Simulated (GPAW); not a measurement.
The system is Si2Ni.

```
Ni Si
1.0
     0.00000    2.70300    2.70300
     2.70300    0.00000    2.70300
     2.70300    2.70300    0.00000
Ni Si
1 2
Direct
  0.00000 0.00000 0.00000
  0.75000 0.75000 0.75000
  0.25000 0.25000 0.25000
```

Base run:

| Item | Value |
| --- | --- |
| Program | GPAW 26.7.0 |
| Functional | PBEsol |
| Potentials or basis | PAW data sets generated in the run's folder for this functional |
| Cutoff | 600 eV |
| Basis | pw |
| k mesh | 9 × 9 × 9 |
| Occupations | fermi-dirac, width 0.05 eV |
| Spin | collinear spin, ferromagnetic start |
| Starting moments | [1.0, 0.0, 0.0] μB |

Its results: pressure 0.4 GPa; net moment 0.00 μB per cell.

The run is repeated on the same cell with these changes: hubbard terms from none to Ni d U = 8 eV. What comes out?

Pressure -3.2 GPa; net moment 0.00 μB per cell.

Caveats: the stock nickel data set gives pressures a few GPa off other programs; the U is typed as a test and isn't derived for this compound (some runs).
